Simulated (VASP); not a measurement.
Crystal: ZnS.

```
CELL_PARAMETERS angstrom
0.00000 2.68033 2.68033
2.68033 0.00000 2.68033
2.68033 2.68033 0.00000
ATOMIC_POSITIONS crystal
Zn 0.25000 0.25000 0.25000
S 0.00000 0.00000 0.00000
```

Base run:

- Program: VASP 6.6.1
- Functional: LDA
- Potentials or basis: VASP PAW LDA potentials, release 64 (Zn, S)
- Cutoff: 520 eV
- k mesh: 10 × 10 × 10
- Occupations: gaussian, width 0.03 eV
- Spin: no spin polarisation

Its results: band gap on the k mesh 2.00 eV, direct; pressure -2.6 GPa.

Task: The run is repeated on the same cell with these changes: functional from LDA to PBEsol; potentials or basis from VASP PAW LDA potentials, release 64 (Zn, S) to VASP PAW PBE potentials, release 64 (Zn, S). What comes out?

Result: Band gap on the k mesh 2.08 eV, direct; pressure 0.0 GPa.

Caveats: the PAW data sets were made with another functional, which shifts forces and pressure a little (some runs).
